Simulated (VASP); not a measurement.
A VASP calculation is set up with these files.

File KPOINTS:
```
Automatic mesh
0
Gamma
8 8 8
0.5 0.5 0.5
```

POSCAR:
```
Y2O3
1
   -5.2582880000     5.2582880000     5.2582880000
    5.2582880000    -5.2582880000     5.2582880000
    5.2582880000     5.2582880000    -5.2582880000
Y O
16 24
Direct
  0.5000000000   0.5000000000   0.5000000000
  0.5000000000   0.0000000000   0.0000000000
  0.0000000000   0.0000000000   0.5000000000
  0.0000000000   0.5000000000   0.0000000000
  0.2500000000   0.7165000000   0.4665000000
  0.7500000000   0.7835000000   0.0335000000
  0.4665000000   0.2500000000   0.7165000000
  0.0335000000   0.7500000000   0.7835000000
  0.7165000000   0.4665000000   0.2500000000
  0.7835000000   0.0335000000   0.7500000000
  0.7500000000   0.2835000000   0.5335000000
  0.2500000000   0.2165000000   0.9665000000
  0.5335000000   0.7500000000   0.2835000000
  0.9665000000   0.2500000000   0.2165000000
  0.2835000000   0.5335000000   0.7500000000
  0.2165000000   0.9665000000   0.2500000000
  0.5361000000   0.7737000000   0.5434000000
  0.7303000000   0.9927000000   0.9566000000
  0.7697000000   0.7263000000   0.2624000000
  0.9639000000   0.5073000000   0.2376000000
  0.5434000000   0.5361000000   0.7737000000
  0.9566000000   0.7303000000   0.9927000000
  0.2624000000   0.7697000000   0.7263000000
  0.2376000000   0.9639000000   0.5073000000
  0.7737000000   0.5434000000   0.5361000000
  0.9927000000   0.9566000000   0.7303000000
  0.7263000000   0.2624000000   0.7697000000
  0.5073000000   0.2376000000   0.9639000000
  0.4639000000   0.2263000000   0.4566000000
  0.2697000000   0.0073000000   0.0434000000
  0.2303000000   0.2737000000   0.7376000000
  0.0361000000   0.4927000000   0.7624000000
  0.4566000000   0.4639000000   0.2263000000
  0.0434000000   0.2697000000   0.0073000000
  0.7376000000   0.2303000000   0.2737000000
  0.7624000000   0.0361000000   0.4927000000
  0.2263000000   0.4566000000   0.4639000000
  0.0073000000   0.0434000000   0.2697000000
  0.2737000000   0.7376000000   0.2303000000
  0.4927000000   0.7624000000   0.0361000000
```

### INCAR
```
SYSTEM = Y2O3
PREC = Accurate
ENCUT = 280
EDIFF = 1E-6
NELM = 100
ALGO = Normal
LREAL = Auto
LASPH = .TRUE.
ISMEAR = 0
SIGMA = 0.05
GGA = PE
LMAXMIX = 4
LWAVE = .FALSE.
LCHARG = .FALSE.
ISIF = 2
```

POTCAR, in this order: Y_sv O (PBE.64 set). Program: vasp_std.

Task: Translate this PBE calculation to Quantum ESPRESSO's pw.x.

Result: One equivalent input (not run):
```
&CONTROL
  calculation = 'scf'
  pseudo_dir = './pseudo'
  outdir = './out'
  tprnfor = .true.
  tstress = .true.
/
&SYSTEM
  ibrav = 0
  nat = 40
  ntyp = 2
  ecutwfc = 84
  occupations = 'smearing'
  smearing = 'gaussian'
  degauss = 0.003675
  input_dft = 'pbe'
/
&ELECTRONS
  conv_thr = 7.3e-08
  electron_maxstep = 100
/
ATOMIC_SPECIES
  Y 88.906 Y.upf
  O 15.999 O.upf
CELL_PARAMETERS angstrom
    -5.2582880    5.2582880    5.2582880
     5.2582880   -5.2582880    5.2582880
     5.2582880    5.2582880   -5.2582880
ATOMIC_POSITIONS crystal
  Y    0.5000000  0.5000000  0.5000000
  Y    0.5000000  0.0000000  0.0000000
  Y    0.0000000  0.0000000  0.5000000
  Y    0.0000000  0.5000000  0.0000000
  Y    0.2500000  0.7165000  0.4665000
  Y    0.7500000  0.7835000  0.0335000
  Y    0.4665000  0.2500000  0.7165000
  Y    0.0335000  0.7500000  0.7835000
  Y    0.7165000  0.4665000  0.2500000
  Y    0.7835000  0.0335000  0.7500000
  Y    0.7500000  0.2835000  0.5335000
  Y    0.2500000  0.2165000  0.9665000
  Y    0.5335000  0.7500000  0.2835000
  Y    0.9665000  0.2500000  0.2165000
  Y    0.2835000  0.5335000  0.7500000
  Y    0.2165000  0.9665000  0.2500000
  O    0.5361000  0.7737000  0.5434000
  O    0.7303000  0.9927000  0.9566000
  O    0.7697000  0.7263000  0.2624000
  O    0.9639000  0.5073000  0.2376000
  O    0.5434000  0.5361000  0.7737000
  O    0.9566000  0.7303000  0.9927000
  O    0.2624000  0.7697000  0.7263000
  O    0.2376000  0.9639000  0.5073000
  O    0.7737000  0.5434000  0.5361000
  O    0.9927000  0.9566000  0.7303000
  O    0.7263000  0.2624000  0.7697000
  O    0.5073000  0.2376000  0.9639000
  O    0.4639000  0.2263000  0.4566000
  O    0.2697000  0.0073000  0.0434000
  O    0.2303000  0.2737000  0.7376000
  O    0.0361000  0.4927000  0.7624000
  O    0.4566000  0.4639000  0.2263000
  O    0.0434000  0.2697000  0.0073000
  O    0.7376000  0.2303000  0.2737000
  O    0.7624000  0.0361000  0.4927000
  O    0.2263000  0.4566000  0.4639000
  O    0.0073000  0.0434000  0.2697000
  O    0.2737000  0.7376000  0.2303000
  O    0.4927000  0.7624000  0.0361000
K_POINTS automatic
  8 8 8 1 1 1
```
The two are equivalent in intent, not identical: the potentials are each code's own (VASP's PAW set, PseudoDojo norm-conserving files in pw.x), so ENCUT and ecutwfc are chosen apart and not converted; conv_thr bounds pw.x's estimated SCF error, while EDIFF bounds the energy change between steps.

The structure was generated: Y2O3 was put into an ordered model structure, a phase also known from measurement. The cell was not relaxed at this level. The run is one of a series of settings (ENCUT = 280, KPOINTS 8×8×8 Γ-centred mesh shifted by (0.5, 0.5, 0.5) against the base run), some of them coarse on purpose.
